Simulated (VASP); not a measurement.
Input of a VASP 6.6.1 run:

File INCAR:

```
SYSTEM = As
PREC = Accurate
ENCUT = 600
EDIFF = 1E-6
ISMEAR = -1
SIGMA = 0.05
LREAL = .FALSE.
LASPH = .TRUE.
NELM = 100
ALGO = Normal
ISIF = 3
LWAVE = .FALSE.
LCHARG = .FALSE.
GGA = B5
ALDAX = 1.0
AGGAX = 1.0
AGGAC = 1.0
ALDAC = 0.0
IVDW = 12
VDW_S6 = 1.0
VDW_S8 = 2.6996
VDW_A1 = 0.4298
VDW_A2 = 4.2359
IBRION = 2
NSW = 60
EDIFFG = -0.005
```

The input KPOINTS:

```
regular mesh
0
G
  9 9 9
  0 0 0
```

Contents of POSCAR:

```
As
1.0
   -2.7036817400      0.0000000000     -2.7036817400
    0.0000000000     -2.7036817400     -2.7036817400
   -2.7036817400     -2.7036817400      0.0000000000
As
2
Direct
    0.2763515400      0.2271399200      0.2568997100
    0.7236484600      0.7728600800      0.7431002900
```

Potentials or basis: VASP PAW PBE potentials, release 64 (As).

Command:

```bash
$ cat potpaw_PBE.64/As/POTCAR > POTCAR
$ mpirun -np 1 vasp_std > vasp.out
```

Task: Predict the band gap on the k mesh.

Result: 0.12 eV, indirect (least direct gap 0.61 eV).

Task: What does it give for the relaxed volume?

Result: 21.59 Å³/atom.

Forces in eV/Å, atoms in the order of the input:
```
As  -0.002  0.004 -0.002
As   0.002 -0.004  0.002
```

Caveat: the PAW data sets were made with another functional, which shifts forces and pressure a little; an odd mesh through Γ misses points on the zone boundary, where band edges often lie.
